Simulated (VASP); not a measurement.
# CoO (I4/mmm) in VASP: a series of runs, part 2 of 2

VASP 6.6.1. Earlier steps stand in the parts before.

### Step 3. Relaxation of cell and atoms, PBE, collinear spin, ferromagnetic start

Input file INCAR:

```
PREC = Accurate ; ENCUT = 600
EDIFF = 1E-6 ; ISMEAR = -1
SIGMA = 0.05 ; LREAL = F
LASPH = T ; NELM = 100
ALGO = Normal ; ISIF = 3
LWAVE = F ; LCHARG = F
ISPIN = 2 ; MAGMOM = 2 0
LORBIT = 11 ; LMAXMIX = 4
GGA = PE ; IBRION = 2
NSW = 60 ; EDIFFG = -0.01
```

Input file KPOINTS:

```
Automatic mesh
0
Gamma
  10 10 10
```

Input file POSCAR:

```
CoO
1.0
   -1.5080000000      1.5080000000      2.1072475377
    1.5080000000     -1.5080000000      2.1072475377
    1.5080000000      1.5080000000     -2.1072475377
Co O
1 1
Direct
    0.0000000000      0.0000000000      0.0000000000
    0.5000000000      0.5000000000      0.0000000000
```

Potentials or basis: VASP PAW PBE potentials, release 64 (Co, O).

Run with:

```sh
cat potpaw_PBE.64/Co/POTCAR potpaw_PBE.64/O/POTCAR > POTCAR
mpirun -np 1 vasp_std > vasp.out
```

OUTCAR:

```text
PREC = Accurate
   ENCUT = 600
   EDIFF = 1E-6
   ISMEAR = -1
   LREAL = F
   LASPH = T
   NELM = 100
   ISIF = 3
   ISPIN = 2
   LORBIT = 11
   GGA = PE
   IBRION = 2
   NSW = 60
   EDIFFG = -0.01

 ion  position               nearest neighbor table
   1  0.000  0.000  0.000-   2 2.11   2 2.11   2 2.13   2 2.13   2 2.13   2 2.13
   2  0.500  0.500  0.000-   1 2.11   1 2.11   1 2.13   1 2.13   1 2.13   1 2.13

  LATTYP: Found a body centered tetragonal cell.
 ALAT       =     3.0160000000
 C/A-ratio  =     1.3973790038

  Lattice vectors:

 A1 = (  -1.5080000000,   1.5080000000,   2.1072475377)
 A2 = (   1.5080000000,  -1.5080000000,   2.1072475377)
 A3 = (   1.5080000000,   1.5080000000,  -2.1072475377)

Analysis of symmetry for initial positions (statically):
=====================================================================
 Subroutine PRICEL returns:
 Original cell was already a primitive cell.

 Routine SETGRP: Setting up the symmetry group for a
 body centered tetragonal supercell.

 Subroutine GETGRP returns: Found 16 space group operations
 (whereof 16 operations were pure point group operations)
 out of a pool of 16 trial point group operations.

The static configuration has the point symmetry D_4h.

Analysis of symmetry for dynamics (positions and initial velocities):
=====================================================================
 Subroutine PRICEL returns:
 Original cell was already a primitive cell.

 Routine SETGRP: Setting up the symmetry group for a
 body centered tetragonal supercell.

 Subroutine GETGRP returns: Found 16 space group operations
 (whereof 16 operations were pure point group operations)
 out of a pool of 16 trial point group operations.

The dynamic configuration has the point symmetry D_4h.

Analysis of structural, dynamic, and magnetic symmetry:
=====================================================================
 Subroutine PRICEL returns:
 Original cell was already a primitive cell.

 Routine SETGRP: Setting up the symmetry group for a
[... 155 lines left out ...]
  energy without entropy =      -13.03132129  energy(sigma->0) =      -13.04858041

------------------------ aborting loop because EDIFF is reached ----------------------------------------

  FORCE on cell =-STRESS in cart. coord.  units (eV):
  Direction    XX          YY          ZZ          XY          YZ          ZX
  --------------------------------------------------------------------------------------
  -------------------------------------------------------------------------------------
  Total       -0.1072758     -0.1072758     -0.0758498      0.0000000      0.0000000      0.0000000
  in kB       -8.9667324     -8.9667324     -6.3399611      0.0000000      0.0000000      0.0000000
  external PRESSURE =      -8.0911420 kB  Pullay stress =       0.0000000 kB
[... 167 lines left out ...]
--------------------------------------- Ionic step        6  -------------------------------------------

 number of electron      15.0000005 magnetization       2.8738227

 Free energy of the ion-electron system (eV)
  ---------------------------------------------------
  ext. energy  EPLUGINS =         0.00000000
  ---------------------------------------------------
  free energy    TOTEN  =       -13.06611084 eV

  energy without entropy =      -13.03159469  energy(sigma->0) =      -13.04885276

 E-fermi :   8.0820     XC(G=0): -12.4811

 val. band max:        8.0814742956   @ k =  -0.2000  -0.3000   0.1000
 cond. band min:       8.0828948413   @ k =  -0.4000   0.1000   0.0000
 fundamental gap:      0.0014205457
 Fermi energy:         8.0819679427

 spin component 1

 k-point     1 :       0.0000    0.0000    0.0000
  band No.  band energies     occupation
      1     -12.2208      1.00000
      2       4.8239      1.00000
      3       4.8316      1.00000
      4       4.8927      1.00000
      5       4.9275      1.00000
      6       4.9275      1.00000
      7       4.9790      1.00000
      8       4.9790      1.00000
      9       5.0939      1.00000
     10       9.1583      0.00000
     11      24.9892      0.00000
     12      26.3149      0.00000
[... 333 lines left out ...]
      1     -10.8707      1.00000
      2       1.1215      1.00000
      3       1.7532      1.00000
      4       2.4134      1.00000
      5       5.3011      1.00000
      6       5.8737      1.00000
      7       6.1436      1.00000
      8       6.3856      1.00000
      9       7.2419      1.00000
     10      16.0397      0.00000
     11      17.0254      0.00000
     12      18.3155      0.00000

 [... further k-points ...]

 spin component 2

 k-point     1 :       0.0000    0.0000    0.0000
  band No.  band energies     occupation
      1     -11.7321      1.00000
      2       5.4272      1.00000
      3       5.4786      1.00000
      4       5.4786      1.00000
      5       6.9488      1.00000
      6       6.9489      1.00000
      7       6.9830      1.00000
      8       8.1114      0.35683
      9       8.1495      0.20562
     10       9.6935      0.00000
     11      24.9002      0.00000
     12      26.8131      0.00000
[... 374 lines left out ...]
  FREE ENERGIE OF THE ION-ELECTRON SYSTEM (eV)
  ---------------------------------------------------
  free  energy   TOTEN  =       -13.0661108370 eV

  energy  without entropy=      -13.0315946875  energy(sigma->0) =      -13.04885276

 reached required accuracy - stopping structural energy minimisation

 total charge

# of ion       s       p       d       tot
------------------------------------------
    1        0.297   0.364   7.154   7.816
    2        1.553   3.431   0.000   4.984
--------------------------------------------------
tot          1.850   3.795   7.154  12.799

 magnetization (x)

# of ion       s       p       d       tot
------------------------------------------
    1        0.021   0.018   2.496   2.535
    2        0.029   0.261   0.000   0.289
--------------------------------------------------
tot          0.050   0.279   2.496   2.824
```

Run time: 60 s. Hardware: 1 thread of Intel Xeon 6975P-C (Granite Rapids), shared host; peak memory 0.19 GiB.

What came out:

```
Free energy                                           : -13.0661 eV
Relaxed volume                                        : 9.54 Å³/atom
Relaxed cell                                          : a = 2.994 Å, b = 2.994 Å, c = 2.994 Å, α = 119.65°, β = 119.65°, γ = 90.61°
Space group after relaxing (to 0.05 Å)                : I4/mmm (No. 139)
Energy gained by relaxing                             : 0.1 meV/atom
Ionic steps                                           : 6
Pressure after relaxing                               : 0.0 GPa
Band gap on the k mesh                                : none (metal or under the smearing width)
Net moment                                            : 2.87 μB per cell
Site moments                                          : Co +2.54; O +0.29 μB
Valence electrons inside the program's atomic spheres : Co 7.82; O 4.98
```

Step by step:
```csv
step,energy change (eV),largest force (eV/Å),pressure (GPa),volume (Å³)
1,0.0000,0.0000,-0.81,19.17
2,-0.0002,0.0000,0.61,19.03
3,-0.0003,0.0000,0.07,19.07
4,-0.0003,0.0000,0.04,19.08
5,-0.0003,0.0000,0.00,19.08
6,-0.0003,0.0000,-0.04,19.08
```

Final structure:
```
Co O
1.0
    -1.50503    1.50503    2.10577
     1.50503   -1.50503    2.10577
     1.50503    1.50503   -2.10577
Co O
1 1
Direct
  0.00000 0.00000 0.00000
  0.50000 0.50000 0.00000
```

Caveat: a cell with one magnetic atom can't hold antiferromagnetic order, which such compounds often take; semilocal functionals often make such compounds metallic where correlation or magnetic order opens a gap, which also shifts bond lengths. With open d or f shells a metallic result of PBE can be an artefact of self-interaction; +U or a hybrid may open a gap.

### Step 4. For comparison

An earlier run on the cell as given: functional PBE; potentials or basis VASP PAW PBE potentials, release 64 (Co, O); cutoff 520 eV; k mesh 12 × 12 × 12; occupations fermi-dirac, width 0.05 eV; collinear spin, ferromagnetic start; starting moments [2.0, 0.0] μB.

* Pressure: -0.5 GPa
* Band gap on the k mesh: none (metal or under the smearing width)
* Net moment: 2.88 μB per cell
* Site moments: Co +2.54; O +0.29 μB
* Valence electrons inside the program's atomic spheres: Co 7.81; O 4.98

### Step 5. Overview

| task | level | cell | k mesh | cutoff (eV) | smearing | ladder | gap on the mesh (eV) | pressure (GPa) | moment (μB) |
| --- | --- | --- | --- | --- | --- | --- | --- | --- | --- |
| single point | PBEsol | as given | 12 × 12 × 12 | 520 | gaussian 0.1 eV | - | none | -9.6 | 2.93 |
| relaxation of cell and atoms | PBE | relaxed | 10 × 10 × 10 | 600 | fermi-dirac 0.05 eV | gaps | none | 0.0 | 2.87 |
| single point | PBE | as given | 12 × 12 × 12 | 520 | fermi-dirac 0.05 eV | - | none | -0.5 | 2.88 |

Alike in all rows: potentials or basis VASP PAW PBE potentials, release 64 (Co, O); spin collinear, ferromagnetic start.

Caveats: a cell with one magnetic atom can't hold antiferromagnetic order, which such compounds often take; semilocal functionals often make such compounds metallic where correlation or magnetic order opens a gap, which also shifts bond lengths; the PAW data sets were made with another functional, which shifts forces and pressure a little (some runs).

Absolute energies hang on the potentials; compare differences alone.
